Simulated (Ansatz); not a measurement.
# SiC16: the cost of one run

Method: DFT PBE+D3(BJ), scalar-relativistic, plane waves, PAW, in Ansatz 0.2.0.

1 further run of the same task is left out (set aside as unsound or not needed). Runs told in other sessions of the task aren't counted.

## Step 1: The starting structure

The structure is monoclinic, space group Pm (No. 6). Conventional cell: a = 4.422 Å, b = 4.930 Å, c = 22.694 Å, α = 90.00°, β = 90.00°, γ = 90.00°. C (site symmetry 1) has 2 C at 1.42 Å in its first shell of neighbours. C (site symmetry m) is surrounded by 3 C at 1.42 Å. C (site symmetry 1) is surrounded by 3 C at 1.42 to 1.44 Å. C (site symmetry m) is surrounded by 3 C at 1.42 to 1.48 Å. Only part of the 13 independent sites is listed.

Coordinates:

```cif
data_structure
_symmetry_space_group_name_H-M 'P 1'
_symmetry_Int_Tables_number 1
_cell_length_a 4.9299
_cell_length_b 4.4224
_cell_length_c 22.6937
_cell_angle_alpha 90.000
_cell_angle_beta 90.000
_cell_angle_gamma 90.000
_cell_volume 494.77
loop_
_atom_site_label
_atom_site_type_symbol
_atom_site_fract_x
_atom_site_fract_y
_atom_site_fract_z
_atom_site_occupancy
C1 C 0.25000 0.41553 0.17626 1
C2 C 0.75000 0.41553 0.17626 1
C3 C 0.00000 0.51956 0.20018 1
C4 C 0.50000 0.51956 0.20018 1
C5 C 0.00000 0.72722 0.24809 1
C6 C 0.50000 0.72722 0.24809 1
C7 C 0.25000 0.83125 0.27201 1
C8 C 0.75000 0.83125 0.27201 1
C9 C 0.25000 0.04421 0.31987 1
C10 C 0.75000 0.04421 0.31987 1
C11 C 0.00000 0.15008 0.34260 1
C12 C 0.50000 0.15008 0.34260 1
C13 C 0.00000 0.37798 0.39006 1
C14 C 0.50000 0.37798 0.39006 1
C15 C 0.25000 0.47642 0.40953 1
C16 C 0.75000 0.47642 0.40953 1
Si1 Si 0.50000 0.47642 0.53291 1
```

This is the geometry of the first run shown, built on a cell relaxed beforehand with the same method.

## Step 2: Plan of the line

Atoms count from 1 in the order of the input.

Si is moved over the surface cell at a fixed height above a rigid substrate; the origin of the map has the adsorbate above C15; the height is held at 2.80 Å.

First coordinate, position of Si17 along the first surface vector, from above C15: 6 values from 0.000 to 0.833, periodic. Second coordinate, position of Si17 along the second surface vector, from above C15: 6 values from 0.000 to 0.833, periodic.

Nothing else is relaxed. Points are written as (first, second).

The two vectors of the plane (Å): (2.465, 0.000, 0.000); (0.000, 4.422, 0.000).

## Step 3: The run at (3/6, 0/6) of the map's two axes

A dipole layer in the vacuum cancels the field that periodic copies would set up if the slab's two faces differ.

File input.yaml:

```yaml
crystal:
  lattice:
    - [4.9298676348, 0.0, 0.0]
    - [0.0, 4.4224271207, 0.0]
    - [0.0, 0.0, 22.6937313581]
  atoms:
    - { symbol: C, position: [0.25, 0.4155274479, 0.1762601283] }
    - { symbol: C, position: [0.75, 0.4155274479, 0.1762601283] }
    - { symbol: C, position: [0.0, 0.5195584896, 0.2001805573] }
    - { symbol: C, position: [0.5, 0.5195584896, 0.2001805573] }
    - { symbol: C, position: [0.0, 0.7272227604, 0.2480854171] }
    - { symbol: C, position: [0.5, 0.7272227604, 0.2480854171] }
    - { symbol: C, position: [0.25, 0.8312538021, 0.2720058461] }
    - { symbol: C, position: [0.75, 0.8312538021, 0.2720058461] }
    - { symbol: C, position: [0.25, 0.0442062586, 0.3198735144] }
    - { symbol: C, position: [0.75, 0.0442062586, 0.3198735144] }
    - { symbol: C, position: [0.0, 0.1500827603, 0.3425973154] }
    - { symbol: C, position: [0.5, 0.1500827603, 0.3425973154] }
    - { symbol: C, position: [0.0, 0.3779814405, 0.3900562972] }
    - { symbol: C, position: [0.5, 0.3779814405, 0.3900562972] }
    - { symbol: C, position: [0.25, 0.4764233498, 0.4095285703] }
    - { symbol: C, position: [0.75, 0.4764233498, 0.4095285703] }
    - { symbol: Si, position: [0.5, 0.4764233498, 0.5329106601], spin: 2.0 }
basis:
  ecutwfc: 420
kpoints:
  mp_grid: { grid: [6, 6, 1] }
hamiltonian:
  xc: pbe
  pseudopotentials: { kind: paw, azcp: { folder: soft_1 } }
  dispersion: d3bj
scf:
  occupations: { method: gaussian, width: 0.05 }
output:
  forces: true
  eigenvalues: true
  populations: true
magnetization:
  spin_polarized: true
efield:
  axis: 3
  dipole_correction: true
  ramp_width: 0.04
```

Started as:

```
ansatz run input.yaml --threads 2 --pin off --max-ram 6144MiB --backend cpu --events-out ev --progress --plain --runs-dir out
```

What time and memory should one allow on 2 threads of Arm Neoverse V1, shared host?

About 2 min, with a peak of 1.1 GiB.
